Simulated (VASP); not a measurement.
# N (Pa-3) in VASP: relaxation of cell and atoms with r2SCAN

Aim: the relaxation of cell and atoms of N with r2SCAN.

All numbers are computed with VASP 6.6.1; they aren't measurements. Logs are shortened: lines on timing, memory, paths and dates and some standing lists are left out, and cuts for length are marked.

**1. The crystal as given**

It takes space group Pa-3 (No. 205, cubic). The conventional cell has a = 5.561 Å, b = 5.561 Å, c = 5.561 Å, α = 90.00°, β = 90.00°, γ = 90.00°. N (site symmetry 3) has 1 N at 1.11 Å as nearest neighbours.

**2. Relaxation of cell and atoms, r2SCAN**

Contents of INCAR:

```
SYSTEM = N
PREC = Accurate ; ENCUT = 600
EDIFF = 1E-6 ; ISMEAR = 0
SIGMA = 0.02 ; LREAL = .False.
LASPH = .True. ; NELM = 80
ALGO = Normal ; ISIF = 3
LWAVE = .False. ; LCHARG = .False.
METAGGA = R2SCAN ; LMIXTAU = .True.
IBRION = 2 ; NSW = 60
EDIFFG = -0.005 ; KPAR = 4
```

Contents of KPOINTS:

```
regular mesh
0
Gamma
  4 4 4
  0 0 0
```

Contents of POSCAR:

```
N
1.0
    5.5605176600      0.0000000000      0.0000000000
    0.0000000000      5.5605176600      0.0000000000
    0.0000000000      0.0000000000      5.5605176600
N
8
Direct
    0.0573973300      0.4426026700      0.5573973300
    0.4426026700      0.5573973300      0.0573973300
    0.5573973300      0.0573973300      0.4426026700
    0.9426026700      0.9426026700      0.9426026700
    0.9426026700      0.5573973300      0.4426026700
    0.5573973300      0.4426026700      0.9426026700
    0.4426026700      0.9426026700      0.5573973300
    0.0573973300      0.0573973300      0.0573973300
```

Potentials or basis: VASP PAW PBE potentials, release 64 (N).

The run is started by

```
cat potpaw_PBE.64/N/POTCAR > POTCAR
mpirun -np 4 vasp_std > vasp.out
```

OUTCAR:

```text
SYSTEM = N
   PREC = Accurate
   ENCUT = 600
   EDIFF = 1E-6
   ISMEAR = 0
   LREAL = .False.
   LASPH = .True.
   NELM = 80
   ISIF = 3
   METAGGA = R2SCAN
   IBRION = 2
   NSW = 60
   EDIFFG = -0.005

 ion  position               nearest neighbor table
   1  0.057  0.443  0.557-   5 1.11
   2  0.443  0.557  0.057-   6 1.11
   3  0.557  0.057  0.443-   7 1.11
   4  0.943  0.943  0.943-   8 1.11
   5  0.943  0.557  0.443-   1 1.11
   6  0.557  0.443  0.943-   2 1.11
   7  0.443  0.943  0.557-   3 1.11
   8  0.057  0.057  0.057-   4 1.11

  LATTYP: Found a simple cubic cell.
 ALAT       =     5.5605176600

  Lattice vectors:

 A1 = (   5.5605176600,   0.0000000000,   0.0000000000)
 A2 = (   0.0000000000,   5.5605176600,   0.0000000000)
 A3 = (   0.0000000000,   0.0000000000,   5.5605176600)

Analysis of symmetry for initial positions (statically):
=====================================================================
 Subroutine PRICEL returns:
 Original cell was already a primitive cell.

 Routine SETGRP: Setting up the symmetry group for a
 simple cubic supercell.

 Subroutine GETGRP returns: Found 24 space group operations
 (whereof  6 operations were pure point group operations)
 out of a pool of 48 trial point group operations.

The static configuration has the point symmetry S_6 .
 The point group associated with its full space group is T_h .

Analysis of symmetry for dynamics (positions and initial velocities):
=====================================================================
 Subroutine PRICEL returns:
 Original cell was already a primitive cell.

 Routine SETGRP: Setting up the symmetry group for a
 simple cubic supercell.

 Subroutine GETGRP returns: Found 24 space group operations
 (whereof  6 operations were pure point group operations)
 out of a pool of 48 trial point group operations.

The dynamic configuration has the point symmetry S_6 .
 The point group associated with its full space group is T_h .

 Subroutine INISYM returns: Found 24 space group operations
 (whereof  6 operations are pure point group operations),
 and found     1 'primitive' translations

----------------------------------------------------------------------------------------

                                     Primitive cell

  volume of cell :     171.9276

  direct lattice vectors                    reciprocal lattice vectors
     5.560517660  0.000000000  0.000000000     0.179839371  0.000000000  0.000000000
     0.000000000  5.560517660  0.000000000     0.000000000  0.179839371  0.000000000
     0.000000000  0.000000000  5.560517660     0.000000000  0.000000000  0.179839371

  length of vectors
     5.560517660  5.560517660  5.560517660     0.179839371  0.179839371  0.179839371

  position of ions in fractional coordinates (direct lattice)
     0.057397330  0.442602670  0.557397330
     0.442602670  0.557397330  0.057397330
     0.557397330  0.057397330  0.442602670
     0.942602670  0.942602670  0.942602670
     0.942602670  0.557397330  0.442602670
     0.557397330  0.442602670  0.942602670
     0.442602670  0.942602670  0.557397330
     0.057397330  0.057397330  0.057397330

  ion indices of the primitive-cell ions
   primitive index   ion index
                 1           1
                 2           2
                 3           3
                 4           4
                 5           5
                 6           6
                 7           7
                 8           8

----------------------------------------------------------------------------------------

 KPOINTS: regular mesh

Automatic generation of k-mesh.
 Grid dimensions read from file:
 generate k-points for:    4    4    4

 Generating k-lattice:

  Cartesian coordinates                     Fractional coordinates (reciprocal lattice)
     0.044959843  0.000000000  0.000000000     0.250000000  0.000000000  0.000000000
     0.000000000  0.044959843  0.000000000     0.000000000  0.250000000  0.000000000
     0.000000000  0.000000000  0.044959843     0.000000000  0.000000000  0.250000000

  Length of vectors
     0.044959843  0.044959843  0.044959843

  Shift w.r.t. Gamma in fractional coordinates (k-lattice)
     0.000000000  0.000000000  0.000000000

 Subroutine IBZKPT returns following result:
 ===========================================

 Found     11 irreducible k-points:

 Following reciprocal coordinates:
            Coordinates               Weight
  0.000000  0.000000  0.000000      1.000000
  0.250000  0.000000  0.000000      6.000000
  0.500000  0.000000  0.000000      3.000000
  0.250000  0.250000  0.000000     12.000000
  0.500000  0.250000  0.000000      6.000000
 -0.250000  0.500000  0.000000      6.000000
  0.500000  0.500000  0.000000      3.000000
  0.250000  0.250000  0.250000      8.000000
  0.500000  0.250000  0.250000     12.000000
  0.500000  0.500000  0.250000      6.000000
  0.500000  0.500000  0.500000      1.000000
   k-points           NKPTS =     11   k-points in BZ     NKDIM =     11   number of bands    NBANDS=     25
   number of dos      NEDOS =    301   number of ions     NIONS =      8
   total plane-waves  NPLWV = 110592
   dimension x,y,z NGX =    48 NGY =   48 NGZ =   48
   dimension x,y,z NGXF=    96 NGYF=   96 NGZF=   96
   ions per type =               8
   NGX,Y,Z   is equivalent  to a cutoff of  14.35, 14.35, 14.35 a.u.
   NGXF,Y,Z  is equivalent  to a cutoff of  28.70, 28.70, 28.70 a.u.
 SYSTEM =  N
   PREC   = accura    normal or accurate (medium, high low for compatibility)
   ISTART =      0    job   : 0-new  1-cont  2-samecut
   ICHARG =      2    charge: 1-file 2-atom 10-const
   ISPIN  =      1    spin polarized calculation?
   LNONCOLLINEAR =      F non collinear calculations
   LSORBIT =      F    spin-orbit coupling
   LASPH  =      T    aspherical Exc in radial PAW
   ENCUT  =  600.0 eV  44.10 Ry    6.64 a.u.  11.11 11.11 11.11*2*pi/ulx,y,z
   NELM   =     80;   NELMIN=  2; NELMDL= -5     # of ELM steps
   EDIFF  = 0.1E-05   stopping-criterion for ELM
   LREAL  =      F    real-space projection
   EDIFFG = -.5E-02   stopping-criterion for IOM
   NSW    =     60    number of steps for IOM
   IBRION =      2    ionic relax: 0-MD 1-quasi-New 2-CG
   NFREE  =      1    steps in history (QN), initial steepest desc. (CG)
   ISIF   =      3    stress and relaxation
   ISYM   =      2    0-nonsym 1-usesym 2-fastsym
   POTIM  = 0.5000    time-step for ionic-motion
   TEBEG  =    0.0;   TEEND  =   0.0 temperature during run
   PSTRESS=    0.0 pullay stress
   NELECT =      40.0000    total number of electrons
   NUPDOWN=      -1.0000    fix difference up-down
   EMIN   =  10.00;   EMAX   =-10.00  energy-range for DOS
   EFERMI =   0.00;   METHOD = LEGACY
   ISMEAR =     0;   SIGMA  =   0.02  broadening in eV -4-tet -1-fermi 0-gaus
   EFERMI_NEDOS =   21; number of points for ismear=-14 and -15
   IALGO  =     38    algorithm
   IMIX   =      4    mixing-type and parameters
     AMIX     =   0.40;   BMIX     =  1.00
     AMIX_MAG =   1.60;   BMIX_MAG =  1.00
  volume/ion in A,a.u.               =      21.49       145.03
  Fermi-wavevector in a.u.,A,eV,Ry     =   1.006884  1.902736 13.793806  1.013816
  Thomas-Fermi vector in A             =   2.139655
   LORBIT       =      0    0 simple, 1 ext, 2 COOP (PROOUT), +10 PAW based schemes
   METAGGA = R2SCAN    functional components
   LHFCALC =     F    Hartree Fock is set to
   AEXX    =    0.0000 exact exchange contribution
   IVDW    =     0    specifies the selected vdW correction
   LEPSILON=     F    determine dielectric tensor
   LRPA    =     F    only Hartree local field effects (RPA)
 conjugate gradient relaxation of ions
 non-spin polarized calculation
 Gauss-broadening in eV      SIGMA  =   0.02
  energy-cutoff  :      600.00
  volume of cell :      171.93
 maximum number of plane-waves:      5832
 NGX is ok and might be reduce to    48
   NGX = 23   NGY = 23   NGZ = 23

--------------------------------------- Ionic step        1  -------------------------------------------

 number of electron      39.9999990 magnetization

 Free energy of the ion-electron system (eV)
  ---------------------------------------------------
  ext. energy  EPLUGINS =         0.00000000
  ---------------------------------------------------
  free energy    TOTEN  =       -73.01010888 eV

  energy without entropy =      -73.01010888  energy(sigma->0) =      -73.01010888

------------------------ aborting loop because EDIFF is reached ----------------------------------------

  FORCE on cell =-STRESS in cart. coord.  units (eV):
  Direction    XX          YY          ZZ          XY          YZ          ZX
  --------------------------------------------------------------------------------------
  -------------------------------------------------------------------------------------
  Total        0.1561474      0.1561474      0.1561474      0.0000000     -0.0000000     -0.0000000
  in kB        1.4551230      1.4551230      1.4551230      0.0000000     -0.0000000     -0.0000000
  external PRESSURE =       1.4551230 kB  Pullay stress =       0.0000000 kB
[... 107 lines left out ...]
  FREE ENERGIE OF THE ION-ELECTRON SYSTEM (eV)
  ---------------------------------------------------
  free  energy   TOTEN  =       -73.0101417433 eV

  energy  without entropy=      -73.0101417433  energy(sigma->0) =      -73.01014174

[... ionic steps 4 to 7 ...]

--------------------------------------- Ionic step        8  -------------------------------------------

 number of electron      39.9999995 magnetization

------------------------ aborting loop because EDIFF is reached ----------------------------------------

  FORCE on cell =-STRESS in cart. coord.  units (eV):
  Direction    XX          YY          ZZ          XY          YZ          ZX
  --------------------------------------------------------------------------------------
  -------------------------------------------------------------------------------------
  Total       -0.1343774     -0.1343774     -0.1343774     -0.0000000      0.0000000      0.0000000
  in kB       -1.2111597     -1.2111597     -1.2111597     -0.0000000      0.0000000      0.0000000
  external PRESSURE =      -1.2111597 kB  Pullay stress =       0.0000000 kB
[... 69 lines left out ...]
  energy  without entropy=      -73.0121282065  energy(sigma->0) =      -73.01212821

--------------------------------------- Ionic step       10  -------------------------------------------

 number of electron      39.9999996 magnetization

 Free energy of the ion-electron system (eV)
  ---------------------------------------------------
  ext. energy  EPLUGINS =         0.00000000
  ---------------------------------------------------
  free energy    TOTEN  =       -73.01219961 eV

  energy without entropy =      -73.01219961  energy(sigma->0) =      -73.01219961

 E-fermi :  -6.9192     XC(G=0):  -6.6627

 val. band max:       -7.0129479278   @ k =   0.5000   0.0000   0.0000
 cond. band min:       0.9536815617   @ k =   0.0000   0.0000   0.0000
 fundamental gap:      7.9666294895
 Fermi energy:        -6.9192233057

 k-point     1 :       0.0000    0.0000    0.0000
  band No.  band energies     occupation
      1     -26.2350      2.00000
      2     -26.1761      2.00000
      3     -26.1761      2.00000
      4     -26.1761      2.00000
      5     -10.8906      2.00000
      6     -10.8906      2.00000
[... 332 lines left out ...]
  FREE ENERGIE OF THE ION-ELECTRON SYSTEM (eV)
  ---------------------------------------------------
  free  energy   TOTEN  =       -73.0121996051 eV

  energy  without entropy=      -73.0121996051  energy(sigma->0) =      -73.01219961

 reached required accuracy - stopping structural energy minimisation
```

Run time: 18 min. Hardware: 4 MPI ranks of Intel Xeon Platinum 8375C at 2.90GHz (Ice Lake), shared host; peak memory 0.37 GiB.

What came out:

* Free energy: -73.0122 eV
* Relaxed volume: 22.26 Å³/atom
* Relaxed cell: a = 5.626 Å, b = 5.626 Å, c = 5.626 Å, α = 90.00°, β = 90.00°, γ = 90.00°
* Space group after relaxing (to 0.05 Å): Pa-3 (No. 205)
* Energy gained by relaxing: 0.3 meV/atom
* Ionic steps: 10
* Pressure after relaxing: 0.0 GPa
* Largest force after relaxing: 0.005 eV/Å
* Band gap on the k mesh: 7.97 eV, indirect (least direct gap 7.99 eV)

Forces on the atoms (eV/Å):
```
N    0.003 -0.003  0.003
N   -0.003  0.003  0.003
N    0.003  0.003 -0.003
N   -0.003 -0.003 -0.003
N   -0.003  0.003 -0.003
N    0.003 -0.003 -0.003
N   -0.003 -0.003  0.003
N    0.003  0.003  0.003
```

The path:
| step | energy change (eV) | largest force (eV/Å) | pressure (GPa) | volume (Å³) |
| --- | --- | --- | --- | --- |
| 1 | 0.0000 | 0.0319 | 0.15 | 171.93 |
| 2 | 0.0045 | 0.6163 | -0.74 | 172.41 |
| 3 | 0.0000 | 0.0195 | 0.08 | 171.97 |
| 4 | -0.0003 | 0.0253 | 0.06 | 172.31 |
| 5 | -0.0008 | 0.0423 | 0.02 | 173.36 |
| 6 | -0.0016 | 0.0732 | -0.06 | 175.46 |
| 7 | -0.0018 | 0.1249 | -0.18 | 179.71 |
| 8 | -0.0020 | 0.0992 | -0.12 | 177.76 |
| 9 | -0.0020 | 0.0700 | -0.08 | 177.86 |
| 10 | -0.0021 | 0.0045 | 0.01 | 178.11 |

Final structure:
```
N
1.0
     5.62636    0.00000    0.00000
     0.00000    5.62636    0.00000
     0.00000    0.00000    5.62636
N
8
Direct
  0.05674 0.44326 0.55674
  0.44326 0.55674 0.05674
  0.55674 0.05674 0.44326
  0.94326 0.94326 0.94326
  0.94326 0.55674 0.44326
  0.55674 0.44326 0.94326
  0.44326 0.94326 0.55674
  0.05674 0.05674 0.05674
```

Caveat: the standard files for N, O and F lose accuracy on very short bonds; the PAW data sets were made with another functional, which shifts forces and pressure a little. A k mesh can miss the band edges.
